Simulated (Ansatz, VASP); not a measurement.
## Pb in VASP and in Ansatz

File INCAR:

```
PREC     = Accurate       # precision mode
ENCUT    = 520            # plane-wave cutoff, eV
EDIFF    = 1E-7           # SCF threshold, eV
ISMEAR   = -1             # smearing method
SIGMA    = 0.05           # smearing width, eV
LREAL    = F              # projectors in reciprocal space
LASPH    = T              # aspherical terms in the spheres
NELM     = 100            # most SCF steps
ALGO     = Fast           # electronic algorithm
ISIF     = 2              # what is computed and relaxed
LWAVE    = F              # write WAVECAR
LCHARG   = F              # write CHGCAR
GGA      = CA             # functional
NBANDS   = 13             # bands
```

KPOINTS

```
regular mesh
0
Gamma
  9 9 9
```

The input POSCAR:

```
Pb
1.0
    0.0000000000      2.5075897876      2.5075897876
    2.5075897876      0.0000000000      2.5075897876
    2.5075897876      2.5075897876      0.0000000000
Pb
1
Direct
    0.0000000000      0.0000000000      0.0000000000
```

Contents of input.yaml:

```yaml
crystal:
  lattice:
    - [0.0, 2.5075897876, 2.5075897876]
    - [2.5075897876, 0.0, 2.5075897876]
    - [2.5075897876, 2.5075897876, 0.0]
  atoms:
    - { symbol: Pb, position: [0.0, 0.0, 0.0] }
hamiltonian:
  xc: lda
  pseudopotentials: { kind: paw }
kpoints:
  mp_grid: { grid: [9, 9, 9] }
scf:
  occupations: { method: fermi_dirac, width: 0.05 }
output:
  forces: true
  stress: true
  eigenvalues: true
```

Alike in both runs: task single point; functional LDA; k mesh 9 × 9 × 9; occupations fermi-dirac, width 0.05 eV; no spin polarisation.

```csv
,VASP,Ansatz
version,VASP 6.6.1,Ansatz 0.2.0
potentials or method,"VASP PAW LDA potentials, release 64 (Pb_d)",Ansatz PAW
plane-wave cutoff (eV),520,420
valence electrons in the cell,14,14
```

Ansatz gave:

| Quantity | Value |
| --- | --- |
| gap on the k mesh at the Fermi level (eV) | none |
| pressure (GPa) | -3.7 |

Task: Estimate VASP's values.

Result: gap on the k mesh at the Fermi level (eV): none; pressure (GPa): -3.6.

A gap of «none» marks a metal or a gap that the smearing closes.

Caveats: the PAW data sets come from PBE, with cores solved anew for the run's functional, which leaves a small shift of forces and pressure (Ansatz). Spin-orbit coupling is left out, which matters for the levels of Pb.
